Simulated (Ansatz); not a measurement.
A (001) slab of TaAs (I4_1md (No. 109)), 8 planes, outer planes Ta (top) and As (bottom), with 8 atoms (Ta4As4) in a surface cell of A = 11.992 Å², as cut from the bulk:

```yaml
crystal:
  lattice:
    - [3.46290, 0.00000, 0.00000]
    - [0.00000, 3.46290, 0.00000]
    - [0.00000, 0.00000, 25.76941]
  atoms:
    - { symbol: As, position: [0.00000, 0.00000, 0.29104] }
    - { symbol: Ta, position: [0.00000, 0.50000, 0.36743] }
    - { symbol: As, position: [0.50000, 0.00000, 0.40489] }
    - { symbol: Ta, position: [0.00000, 0.00000, 0.48127] }
    - { symbol: As, position: [0.50000, 0.50000, 0.51873] }
    - { symbol: Ta, position: [0.50000, 0.00000, 0.59511] }
    - { symbol: As, position: [0.00000, 0.50000, 0.63257] }
    - { symbol: Ta, position: [0.50000, 0.50000, 0.70896] }
```

Theory: DFT PBE, scalar-relativistic, plane waves, PAW in Ansatz. Cutoff 420 eV; k points 10×10×1 on the computed 8-atom cell (Γ-centred); Gaussian smearing, width 0.10 eV; no spin polarisation. A dipole correction removes the field between periodic images along c.

Against the same 8 atoms in the bulk, the slab as cut lies 5.363 eV higher and the relaxed slab 5.277 eV higher.

(1) Work out the surface energy before and after relaxation.

(2) What is the ideal work of this cut, per area?

Results:

(1) The slab has two faces, so γ = (E_slab − N·E_bulk)/(2A), the mean of both. As cut: 5.363/(2 × 11.992) = 0.2236 eV/Å², and 1 eV/Å² = 16.02 J/m², so γ = 3.58 J/m². Relaxed: 5.277/(2 × 11.992) = 0.2200 eV/Å² = 3.52 J/m². Relaxation recovers 1.6 % of the cost of cutting.

(2) Griffith's ideal work is 2γ: 7.16 J/m² if the new faces stay rigid, 7.05 J/m² if they relax. Other cuts parallel to this plane can cost less. One thickness was run, 8 planes, so γ can still shift with it.

The high cost of this cut follows from where it passes. It separates the closely spaced Ta and As planes, which are joined by more Ta–As bonds than the widely spaced pairs, so each outermost atom loses most of its nearest neighbours. These bonds are strong, with Ta 5d–As 4p covalency and some ionic character. A parallel cut through the wider gap would sever fewer of them and would probably be cheaper.

Relaxation recovers only 1.6 % because it cannot replace the lost bonds. The mirror planes of the cut slab cancel the in-plane forces, so the atoms can only shift along c, and the small cell rules out dimers or other reconstructions that enlarge the period. The small gain is therefore no sign that the bulk-like termination is stable. The work of separation is well defined because the two faces are complementary, but its division between Ta and As is not determined, and the energy of either face alone would depend on the chemical potentials.
